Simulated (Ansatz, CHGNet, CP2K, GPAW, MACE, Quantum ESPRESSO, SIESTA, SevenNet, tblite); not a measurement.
# SIESTA runs on hcp Mg, size series (64 atoms)

Aim: run hcp Mg, size series (64 atoms) in SIESTA and see how near its forces come to a plane-wave reference, and at what cost.

Method: the method is named at each step, in SIESTA 5.4.2.

## (1) Starting point

The cell holds 64 atoms: 64 Mg. Cell: a = 12.836 Å, b = 12.836 Å, c = 10.422 Å, α = 90.0°, β = 90.0°, γ = 120.0°. It derives from Mg (hcp), repeated 4×4×2. Hcp Mg (a = 3.209 Å, c = 5.211 Å), 4 x 4 x 2 conventional cells; every coordinate displaced by a Gaussian of 0.03 Å. Then every atom was moved at random, 0.05 Å r.m.s. a Cartesian component.

The yardstick, on the same geometry:

- method: Kohn-Sham DFT, PBE, SSSP efficiency 1.3.0 pseudopotentials, plane waves (Quantum ESPRESSO 7.5); sssp-pbe-1.3.0-efficiency, cutoffs 45/360 Ry, Γ point
- r.m.s. force component: 0.1692 eV/Å
- longest force: 0.5443 eV/Å
- pressure: -0.5073 GPa
- time: 53 s on 4 MPI ranks of Arm Neoverse V1, shared host
- CPU time: 3.5 min

## (2) PBE, DZP, shift 0.01 Ry, mesh 500 Ry

Method: Kohn-Sham DFT, PBE, PseudoDojo 0.4.1 norm-conserving pseudopotentials (converted to PSML), numerical atomic orbitals (DZP), diagonalisation.

The .psml files are PseudoDojo norm-conserving potentials that we converted to this format, checked against plane waves on the same files for H, C, O, Si, Ge and Ca alone.

The input, input.fdf:

```
SystemLabel cell
NumberOfAtoms 64
NumberOfSpecies 1
%block ChemicalSpeciesLabel
  1 12 Mg
%endblock ChemicalSpeciesLabel
LatticeConstant 1.0 Ang
%block LatticeVectors
  12.83600 0.00000 0.00000
  -6.41800 11.11630 0.00000
  0.00000 0.00000 10.42200
%endblock LatticeVectors
PAO.BasisSize DZP
PAO.EnergyShift 0.01 Ry
XC.Functional GGA
XC.Authors PBE
MeshCutoff 500 Ry
%block kgrid_Monkhorst_Pack
  1 0 0 0.0
  0 1 0 0.0
  0 0 1 0.0
%endblock kgrid_Monkhorst_Pack
SolutionMethod diagon
OccupationFunction FD
ElectronicTemperature 580 K
SCF.Mixer.Method Pulay
SCF.Mixer.Weight 0.05
SCF.Mixer.History 8
SCF.Mix Hamiltonian
MaxSCFIterations 300
SCF.DM.Tolerance 1e-04
SCF.H.Tolerance 1.0e-3 eV
WriteForces T
Write.HirshfeldPop T
Write.VoronoiPop T
Write.DM F
Write.H F
XML.Write F
AtomicCoordinatesFormat Fractional
%block AtomicCoordinatesAndAtomicSpecies
  0.99616 0.99948 0.99967 1
  0.07718 0.16389 0.23533 1
  0.99592 0.99945 0.50077 1
  0.08602 0.17232 0.74943 1
  0.00107 0.25599 0.00279 1
  0.08472 0.41578 0.25303 1
  0.00285 0.24596 0.49653 1
  0.07941 0.41752 0.74278 1
  0.00008 0.50890 0.99228 1
  0.07653 0.65779 0.24975 1
  0.99486 0.49435 0.49546 1
  0.08797 0.66500 0.75347 1
  0.99842 0.74849 0.99272 1
  0.08743 0.91697 0.24079 1
  0.00105 0.75093 0.49010 1
  0.08350 0.92150 0.76448 1
  0.25707 0.00059 0.99817 1
  0.33456 0.16676 0.24410 1
  0.25435 0.99729 0.50138 1
  0.33152 0.16019 0.75281 1
  0.25199 0.25307 0.99543 1
  0.32913 0.40328 0.25678 1
  0.24509 0.25123 0.50046 1
  0.33120 0.40740 0.75113 1
  0.24614 0.50612 0.00011 1
  0.33355 0.66856 0.25303 1
  0.25065 0.49368 0.50705 1
  0.33558 0.66479 0.74992 1
  0.24105 0.74694 0.00103 1
  0.33348 0.91637 0.25413 1
  0.24573 0.75095 0.49241 1
  0.34519 0.91748 0.75136 1
  0.50103 0.99766 0.00364 1
  0.58297 0.17171 0.24839 1
  0.49200 0.00013 0.49805 1
  0.58733 0.16946 0.75722 1
  0.49037 0.24522 0.99682 1
  0.57785 0.40730 0.23869 1
  0.50032 0.24776 0.50295 1
  0.58477 0.41442 0.74014 1
  0.50758 0.50206 0.00236 1
  0.59242 0.67254 0.24557 1
  0.49809 0.49573 0.50096 1
  0.57791 0.66301 0.75057 1
  0.49225 0.73928 0.00875 1
  0.59457 0.92127 0.24426 1
  0.49706 0.73861 0.49218 1
  0.58289 0.91649 0.74478 1
  0.75186 0.99863 0.01117 1
  0.83111 0.16266 0.25013 1
  0.74780 0.00730 0.50239 1
  0.83508 0.16276 0.75923 1
  0.75226 0.24870 0.00657 1
  0.83276 0.41324 0.24668 1
  0.75872 0.25492 0.50507 1
  0.82094 0.41136 0.74348 1
[... 4 atom lines left out ...]
  0.74499 0.74060 0.00052 1
  0.82794 0.91621 0.24743 1
  0.74360 0.74382 0.49816 1
  0.84095 0.91391 0.74962 1
%endblock AtomicCoordinatesAndAtomicSpecies
```

Launch:

```bash
OMP_NUM_THREADS=1 mpirun -np 2 siesta < input.fdf > output.txt
```

The log of the run:

```text
Version         : 5.4.2
reinit: System Name:
reinit: System Label: cell
initatom: Reading input for the pseudopotentials and atomic orbitals ----------
Species number:   1 Atomic number:   12 Label: Mg
Ground state valence configuration (from tables):   3s02  3p00  3d00  4f00
---- Processing specs for species: Mg
GGA--PBE XC_GGA_X_PBE--XC_GGA_C_PBE pb
Semicore shell(s) with  8 electrons included in the valence for Mg
Semicore shell(s): 2s 2p
Fallback to non-perturbative polarization scheme for Mg
Please see the manual if this is not desired in principle
Mg pseudopotential only contains V_ls up to l=1 -- lmxkb reset.
Using PAO.SplitTailNorm
%block ChemicalSpeciesLabel
    1   12 Mg                      # Species index, atomic number, species label
%endblock ChemicalSpeciesLabel
%block PAO.Basis                 # Define Basis set
Mg                    4                    # Species label, number of l-shells
 n=2   0   1                         # n, l, Nzeta
   2.332
   1.000
 n=3   0   2                         # n, l, Nzeta
   7.124      5.248
   1.000      1.000
 n=2   1   1                         # n, l, Nzeta
   2.593
   1.000
 n=3   1   1                         # n, l, Nzeta
   7.124
   1.000
%endblock PAO.Basis
coor:   Atomic-coordinates input format  =     Fractional
siesta: System type = bulk
initatomlists: Number of atoms, orbitals, and projectors:     64   576   512
siesta: ******************** Simulation parameters ****************************
Total number of electrons:   640.000000
Total ionic charge:   640.000000
 Kpoints in:            1 . Kpoints trimmed:            1
siesta: k-grid: Number of k-points = 1
siesta: k-points from Monkhorst-Pack grid
siesta: k-cutoff (effective) =     5.211 Ang
siesta: k-point supercell and displacements
siesta: k-grid:     1     0     0      0.000
siesta: k-grid:     0     1     0      0.000
siesta: k-grid:     0     0     1      0.000
                     ====================================
                        Single-point calculation
                     ====================================
outcell: Unit cell vectors (Ang):
       12.836000    0.000000    0.000000
       -6.418000   11.116300    0.000000
        0.000000    0.000000   10.422000
outcell: Cell vector modules (Ang)   :   12.836000   12.835998   10.422000
outcell: Cell angles (23,13,12) (deg):     90.0000     90.0000    120.0000
outcell: Cell volume (Ang**3)        :   1487.1030
Gamma-point calculation with multiply-connected orbital pairs
Gamma-point calculation with multiply-connected orbital pairs
Folding of H and S implicitly performed
Folding of H and S implicitly performed
new_DM -- step:     1
Initializing Density Matrix...
Attempting to read DM from file... Failed...
DM filled with atomic data:
InitMesh: MESH = 150 x 150 x 144 = 3240000
InitMesh: Mesh cutoff (required, used) =   500.000   503.227 Ry
stepf: Fermi-Dirac step function
        iscf     Eharris(eV)        E_KS(eV)     FreeEng(eV)     dDmax    Ef(eV) dHmax(eV)
   scf:    1  -103277.976212  -103381.578330  -103381.884060  0.802845 -3.117684  3.486871
   scf:    2  -103381.930476  -103381.755303  -103382.063396  0.010421 -3.125909  3.240542
   scf:    3  -103383.816246  -103382.927454  -103383.291487  0.124986 -3.244434  0.927052
   scf:    4  -103383.001747  -103383.038604  -103383.401994  0.053066 -3.260754  0.298315
   scf:    5  -103383.050898  -103383.045322  -103383.409094  0.004125 -3.260464  0.255103
   scf:    6  -103383.055268  -103383.056386  -103383.420826  0.015570 -3.260730  0.076375
   scf:    7  -103383.062981  -103383.060591  -103383.423171  0.006475 -3.262251  0.034212
   scf:    8  -103383.060658  -103383.060629  -103383.423306  0.000472 -3.262489  0.030336
   scf:    9  -103383.060243  -103383.060488  -103383.423557  0.001479 -3.262986  0.009290
   scf:   10  -103383.060173  -103383.060338  -103383.423604  0.000757 -3.263443  0.004598
   scf:   11  -103383.060153  -103383.060247  -103383.423614  0.000324 -3.263728  0.002465
   scf:   12  -103383.060184  -103383.060216  -103383.423615  0.000079 -3.263801  0.001732
   scf:   13  -103383.060100  -103383.060158  -103383.423618  0.000213 -3.264052  0.000945
   scf:   14  -103383.060155  -103383.060157  -103383.423618  0.000027 -3.264075  0.000888
SCF Convergence by DM+H criterion
max |DM_out - DM_in|         :     0.0000267166
max |H_out - H_in|      (eV) :     0.0008877663
SCF cycle converged after 14 iterations
Using DM_out to compute the final energy and forces
siesta: E_KS(eV) =          -103383.0602
siesta: E_KS - E_eggbox =   -103383.0602
siesta: Atomic forces (eV/Ang):
     1    0.095041    0.019077   -0.055190
     2    0.249273   -0.038768    0.609880
     3    0.240768   -0.048266   -0.173991
     4   -0.051589   -0.190610    0.057912
     5    0.025364   -0.020915   -0.276813
     6   -0.072992    0.000655   -0.113859
     7   -0.256180    0.069494    0.030388
     8    0.079950   -0.104680    0.220365
     9    0.168963   -0.571749    0.277913
    10    0.062112    0.273960   -0.229506
    11    0.153065    0.238262    0.167420
    12   -0.312504    0.237078   -0.643881
[...]
60    0.252553    0.030429    0.193210
    61    0.147333    0.415741   -0.289050
    62    0.526345   -0.114422    0.384792
    63    0.111646    0.301296   -0.039319
    64   -0.527778   -0.012106    0.096460
----------------------------------------
   Tot    0.226021   -0.000108   -0.146528
----------------------------------------
   Max    0.789264
   Res    0.269738    sqrt( Sum f_i^2 / 3N )
----------------------------------------
   Max    0.789264    constrained
Stress tensor Voigt[x,y,z,yz,xz,xy] (kbar):       -4.43       -4.25       -1.31        0.43       -0.12       -0.53
(Free)E + p*V (eV/cell)  -103380.3326
Target enthalpy (eV/cell)  -103383.4236
siesta: Program's energy decomposition (eV):
siesta: Ebs     =    -28716.304650
siesta: Eions   =    126262.715352
siesta: Ena     =      8447.624259
siesta: Ekin    =     58861.054430
siesta: Enl     =    -31293.107765
siesta: DEna    =       603.952710
siesta: DUscf   =        17.804914
siesta: Ex      =    -12992.213897
siesta: Ec      =      -765.459455
siesta: Exc     =    -13757.673352
siesta: Eharris =   -103383.060155
siesta: Etot    =   -103383.060157
siesta: FreeEng =   -103383.423618
siesta: Final energy (eV):
siesta:  Band Struct. =  -28716.304650
siesta:       Kinetic =   58861.054430
siesta:       Hartree =   37769.955129
siesta:         Exch. =  -12992.213897
siesta:         Corr. =    -765.459455
siesta:   Exch.-corr. =  -13757.673352
siesta:  Ion-electron = -145252.112658
siesta:       Ion-ion =  -41004.283706
siesta:         Total = -103383.060157
siesta:         Fermi =      -3.264075
siesta: Stress tensor (static) (eV/Ang**3):
siesta:    -0.002763   -0.000331   -0.000076
siesta:    -0.000331   -0.002653    0.000267
siesta:    -0.000076    0.000267   -0.000819
siesta: Cell volume =       1487.102953 Ang**3
siesta: Pressure (static):
siesta:                Solid            Molecule  Units
siesta:           0.00002264         -0.00002719  Ry/Bohr**3
siesta:           0.00207852         -0.00249656  eV/Ang**3
siesta:           3.33015178         -3.99992233  kBar
    Orbital volume contribution        =          44.516897 eV
    (Free)E + p_basis*V_orbitals       =     -103338.906721 eV
    (Free)Eharris+ p_basis*V_orbitals  =     -103338.906720 eV
Hirshfeld Atomic Populations:
Atom #   charge [q] valence [e]  Species
     1     0.004729    9.995271  Mg
     2     0.001399    9.998601  Mg
     3     0.003064    9.996936  Mg
     4    -0.006951   10.006951  Mg
     5     0.004078    9.995922  Mg
     6     0.002881    9.997119  Mg
     7    -0.006166   10.006166  Mg
     8     0.004112    9.995888  Mg
     9    -0.005954   10.005954  Mg
    10    -0.007670   10.007670  Mg
    11     0.003903    9.996097  Mg
    12     0.009532    9.990468  Mg
[...]
--------------------
 Total     0.000031
Voronoi Atomic Populations:
Atom #   charge [q] valence [e]  Species
[...]
60    -0.001815   10.001815  Mg
    61    -0.000830   10.000830  Mg
    62    -0.004239   10.004239  Mg
    63    -0.007100   10.007100  Mg
    64    -0.002096   10.002096  Mg
--------------------
 Total     0.000032
```

Wall time 95 s (2 MPI ranks of Arm Neoverse V1, shared host); peak memory 1.4 GiB; 3.2 min of CPU time.

Banners, paths, timers and routine set-up lines are dropped from the logs unmarked, and long logs keep their key lines alone; longer cuts are marked.

Against the reference:

```
r.m.s. force component                  : 0.2697 eV/Å
r.m.s. difference of force components   : 102 meV/Å
longest difference of force vectors     : 324.8 meV/Å
force difference over r.m.s. force      : 60.27 %
slope of forces against the reference's : 1.589
correlation of force components         : 0.9969
pressure                                : 0.333 GPa
pressure difference                     : 0.8403 GPa
```

This run lies far from the reference in forces at the same functional. Basis and potentials both differ; the latter hold 640 valence electrons against the reference's 128.

Local excerpt of 13 atoms (numbers count through the whole input) about Mg16, which bears the longest force; x, y, z are measured from there.

```csv
atom,x,y,z,distance (Å),bonds,Hirshfeld charge (e),Fx,Fy,Fz (eV/Å)
Mg16,0.00,0.00,0.00,0.00,12,0.00,0.30,-0.22,-0.78
Mg13,0.02,-1.92,2.38,3.06,12,0.00,-0.12,0.10,0.29
Mg1,-1.62,0.87,2.45,3.06,12,0.00,0.10,0.02,-0.06
Mg64,-3.06,-0.08,-0.15,3.07,12,0.00,-0.53,-0.01,0.10
Mg17,1.72,0.88,2.44,3.11,12,0.00,-0.26,-0.15,0.16
Mg20,1.65,2.65,-0.12,3.13,12,0.00,0.02,0.11,-0.33
Mg4,-1.58,2.79,-0.16,3.21,12,-0.01,-0.05,-0.19,0.06
Mg60,-1.63,-2.84,-0.24,3.29,12,0.00,0.25,0.03,0.19
Mg3,-1.62,0.87,-2.75,3.31,12,0.00,0.24,-0.05,-0.17
Mg12,1.70,-2.85,-0.11,3.32,12,0.01,-0.31,0.24,-0.64
Mg19,1.71,0.84,-2.74,3.34,12,0.00,-0.59,0.17,0.09
Mg32,3.38,-0.04,-0.14,3.39,12,0.00,-0.46,-0.13,-0.09
Mg15,0.04,-1.90,-2.86,3.43,12,0.00,-0.14,0.04,0.46
```

Forces lie 60 % from the reference's, at 0.91 times its CPU time (on 2 against 4 cores).

## (3) PBE, TZP, shift 0.01 Ry, mesh 500 Ry

Method: Kohn-Sham DFT, PBE, PseudoDojo 0.4.1 norm-conserving pseudopotentials (converted to PSML), numerical atomic orbitals (TZP), diagonalisation.

input.fdf: that of step 2 with these lines changed.

```diff
@@ -12,3 +12,3 @@
 %endblock LatticeVectors
-PAO.BasisSize DZP
+PAO.BasisSize TZP
 PAO.EnergyShift 0.01 Ry
```

The log of the run:

```text
Version         : 5.4.2
reinit: System Name:
reinit: System Label: cell
initatom: Reading input for the pseudopotentials and atomic orbitals ----------
Species number:   1 Atomic number:   12 Label: Mg
Ground state valence configuration (from tables):   3s02  3p00  3d00  4f00
---- Processing specs for species: Mg
GGA--PBE XC_GGA_X_PBE--XC_GGA_C_PBE pb
Semicore shell(s) with  8 electrons included in the valence for Mg
Semicore shell(s): 2s 2p
Fallback to non-perturbative polarization scheme for Mg
Please see the manual if this is not desired in principle
Mg pseudopotential only contains V_ls up to l=1 -- lmxkb reset.
Using PAO.SplitTailNorm
%block ChemicalSpeciesLabel
    1   12 Mg                      # Species index, atomic number, species label
%endblock ChemicalSpeciesLabel
[... lines left out ...]
Total number of electrons:   640.000000
[... lines left out ...]
stepf: Fermi-Dirac step function
        iscf     Eharris(eV)        E_KS(eV)     FreeEng(eV)     dDmax    Ef(eV) dHmax(eV)
[... lines left out ...]
SCF Convergence by DM+H criterion
[... lines left out ...]
SCF cycle converged after 16 iterations
[... lines left out ...]
   Max    0.729874
[... lines left out ...]
   Max    0.729874    constrained
Stress tensor Voigt[x,y,z,yz,xz,xy] (kbar):       -0.50       -0.36        7.88        0.37       -0.09       -0.63
[... lines left out ...]
siesta: Program's energy decomposition (eV):
siesta: Ebs     =    -28732.027846
siesta: Eions   =    126262.715352
siesta: Ena     =      8447.624259
siesta: Ekin    =     58837.734891
siesta: Enl     =    -31281.954032
siesta: DEna    =       611.932410
siesta: DUscf   =        18.068287
siesta: Ex      =    -12989.464486
siesta: Ec      =      -765.405338
siesta: Exc     =    -13754.869824
siesta: Eharris =   -103384.179364
siesta: Etot    =   -103384.179360
siesta: FreeEng =   -103384.545642
siesta: Final energy (eV):
siesta:  Band Struct. =  -28732.027846
siesta:       Kinetic =   58837.734891
siesta:       Hartree =   37754.491788
siesta:         Exch. =  -12989.464486
siesta:         Corr. =    -765.405338
siesta:   Exch.-corr. =  -13754.869824
siesta:  Ion-electron = -145217.252511
siesta:       Ion-ion =  -41004.283706
siesta:         Total = -103384.179360
siesta:         Fermi =      -3.304570
siesta: Stress tensor (static) (eV/Ang**3):
siesta:    -0.000312   -0.000392   -0.000054
siesta:    -0.000392   -0.000222    0.000228
siesta:    -0.000054    0.000228    0.004917
siesta: Cell volume =       1487.102953 Ang**3
siesta: Pressure (static):
siesta:                Solid            Molecule  Units
siesta:          -0.00001591         -0.00006376  Ry/Bohr**3
siesta:          -0.00146111         -0.00585384  eV/Ang**3
siesta:          -2.34094971         -9.37888535  kBar
    Orbital volume contribution        =          54.375868 eV
    (Free)E + p_basis*V_orbitals       =     -103330.169774 eV
    (Free)Eharris+ p_basis*V_orbitals  =     -103330.169778 eV
Hirshfeld Atomic Populations:
Atom #   charge [q] valence [e]  Species
     1     0.005086    9.994914  Mg
     2     0.001049    9.998951  Mg
     3     0.003847    9.996153  Mg
[...]
--------------------
 Total     0.000010
Voronoi Atomic Populations:
Atom #   charge [q] valence [e]  Species
[...]
63    -0.006938   10.006938  Mg
    64    -0.002431   10.002431  Mg
--------------------
 Total     0.000010
```

It took 1.9 min on 2 MPI ranks; peak memory 1.5 GiB.

Against the reference:

```
r.m.s. force component                  : 0.255 eV/Å
r.m.s. difference of force components   : 87.6 meV/Å
longest difference of force vectors     : 281.4 meV/Å
force difference over r.m.s. force      : 51.78 %
slope of forces against the reference's : 1.502
correlation of force components         : 0.9965
pressure                                : -0.2341 GPa
pressure difference                     : 0.2732 GPa
```

This run lies far from the reference in forces at the same functional. Basis and potentials both differ; the latter hold 640 valence electrons against the reference's 128.

Against the first run (60 %), the force difference from the reference is 52 %, at 1.2 times the CPU time, with 640 basis functions against 576: the larger basis brings the forces nearer.

The run ends at a pressure of -0.23 GPa, with forces up to 0.82 eV/Å.

## (4) Side by side

Differences are against the plane-wave reference, forces as r.m.s. over components; share is that over the reference's r.m.s. force, slope the least-squares factor from reference forces to these. Total energies of different programs have different zeros and aren't compared.

```csv
run,"Δ force, r.m.s. (meV/Å)",share (%),slope,Δ pressure (GPa),cores,CPU time,memory (GiB)
reference,-,-,-,-,4,3.5 min,2.6
"SIESTA PBE, DZP, shift 0.01 Ry, mesh 500 Ry",102,60.3,1.589,0.840,2,3.2 min,1.4
"SIESTA PBE, TZP, shift 0.01 Ry, mesh 500 Ry",87.6,51.8,1.502,0.273,2,3.9 min,1.5
```

CPU time is summed over cores on a shared host, where runs went side by side, so it is rough. Symmetry, cutoffs, thresholds, outputs and thread counts weren't matched or tuned between programs; memory under MPI is the largest rank's times the ranks.

## (5) Outcome

| Property | Result |
| --- | --- |
| nearest in forces | SIESTA PBE, TZP, shift 0.01 Ry, mesh 500 Ry, 52 % |
| its CPU time | 3.9 min |

What this shows: The PBE runs in local orbitals differ by 52 % (SIESTA PBE, TZP, shift 0.01 Ry, mesh 500 Ry) to 60 % (SIESTA PBE, DZP, shift 0.01 Ry, mesh 500 Ry); basis, grid and potentials can all enter, and differences of this size make the forces unusable. None of the electronic-structure runs in the table takes under half the reference's CPU time of 3.5 min; they take 0.91 to 1.1 times as much. SIESTA PBE, DZP, shift 0.01 Ry, mesh 500 Ry stiffens the forces by a factor of 1.59 while following their directions (correlation 0.997); the slopes of the 2 SIESTA runs lie between 1.50 and 1.59. The potentials hold different valence shells: 128 electrons in the reference, 640 in SIESTA; this bears on time and differences. The reference's pressure holds the uncorrected Pulay stress of its 45 Ry basis, so small pressure differences, and their order, may be the reference's own error. The electronic-structure runs sample only Γ, in a cell whose shortest periodic width is 10 Å, which is coarse for a cell with partly filled levels.

[Also dropped from logs without a mark: logging warnings of Python, and SIESTA's first energy breakdown and zero terms.]

[Logs are printed without paths, hosts, clocks, repeated set-up lines and the standing remarks that a program may print on its own settings, such as how far it seeks lower states.]

[Hosts, paths, dates, database ids (printed as entryN), source tags and the programs' standing remarks are cut or masked in the printed files.]
